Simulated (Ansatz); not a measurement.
# ZnO: O interstitial

All numbers below come from DFT PBE, scalar-relativistic, plane waves, PAW (Ansatz 0.2.0). (420 eV cutoff, 2×2×2 k-mesh, shifted by half a step, Gaussian smearing of 0.01 eV, collinear spin in charge -1 alone)

Host crystal, relaxed:

```
Zn O
1.0
     3.27939    0.00000    0.00000
    -1.63970    2.84004    0.00000
     0.00000    0.00000    5.29323
Zn O
2 2
Direct
  0.66667 0.33333 0.50060
  0.33333 0.66667 0.00060
  0.66667 0.33333 0.87971
  0.33333 0.66667 0.37971
```

Supercell of 36 atoms, rows in host cell vectors: -2 -1 1; 1 -1 1; 1 2 1. Atoms relax at the host's cell from a start displaced at random by 0.06 Å near the defect, so other minima may exist. The cell is small, so energies carry finite-size errors of tenths of an eV. The host's Kohn–Sham gap is 0.74 eV. Atoms are taken from and returned to the elements' standard states. Charged cells are corrected for image charges with the computed static dielectric tensor (mean 10.9) and aligned with the host's potential at far atoms (alignment terms reach 0.70 eV). No band-filling term is added, and the Fermi level counts from the host's valence band top.

Starting moments were lost in some runs.

Defect: O interstitial set at (0.000, 0.000, 0.458) of the host cell. In charges 0, -1, -2 some atom moved by up to 1.4 Å, so the relaxed defect can differ in kind from the start. Before relaxation its nearest neighbours are 3 Zn at 1.91 Å, 3 O at 1.94 Å.

```tsv
charge	E_f at the valence band top (eV)	over the neutral state (eV)	moment (μB)	largest move (Å)	atoms near the site
0	2.06	0.00	0.00	1.24	1 O at 1.53 Å, 1 Zn at 1.94 Å, 1 Zn at 2.13 Å, 1 Zn at 2.15 Å, 1 O at 2.60 Å, 1 O at 2.80 Å, 1 O at 2.95 Å
-1	4.11	2.05	0.00	1.42	1 O at 1.48 Å
-2	6.91	4.85	0.00	1.38	1 O at 1.48 Å
```

Among the charges computed the stable one is 0 at the valence band top and stays so across the gap. In charge -1, -2 the extra carrier would gain by moving to a band edge of the host, so it isn't bound in the gap. In charge -1 the cell has partly filled bands: a level of the defect may be part filled, the carrier may sit in the host's bands, or levels may cross between the k points, so transitions that involve it are doubtful. Other sites of the defect weren't tried.